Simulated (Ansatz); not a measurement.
Free-standing chains of the atoms of Cd, named by their start (strip: triangular double chain, ladder: square double chain); atoms and period are relaxed, and energies count from relaxed bulk Cd (P6_3/mmc, 22.94 Å³/atom, gap on the mesh 0.00 eV).

Theory: DFT PBE, scalar-relativistic, plane waves, PAW (Ansatz 0.2.0).

Cutoff 420 eV, Gaussian smearing of 0.05 eV, energies at zero smearing, symmetry of each start kept, collinear spin where a moment is listed.

| start | atoms | k mesh | excess energy (eV per host atom) | period (Å) | gap on the mesh (eV) | highest filled level or Fermi level under vacuum (eV) | size of the moment (μB per cell) |
| --- | --- | --- | --- | --- | --- | --- | --- |
| linear chain | 1 | 1×1×24 | 0.654 | 3.239 | 0.94 | 3.54 | 0.00 |
| dimerised chain | 2 | 1×1×12 | 0.654 | 6.479 | 0.94 | 3.54 | 0.00 |
| zigzag chain | 2 | 1×1×13 | 0.659 | 5.103 | 2.02 | 4.51 | 0.00 |
| ladder chain | 4 | 1×1×12 | 0.589 | 5.829 | 0 | - | 0.23 |
| strip chain | 2 | 1×1×22 | 0.564 | 2.883 | 0 | 3.22 | 0.00 |

An odd mesh misses points on the zone edge, so a gap read on it can be too wide.

Each run keeps its start's symmetry and one magnetic start, so lower states can exist. Rows stand on unlike meshes and boxes, so starts that end alike can differ by a few hundredths of an eV per atom.

Cost: 5 runs of about 13 core-minutes in all, on Arm Neoverse V1 (shared hosts).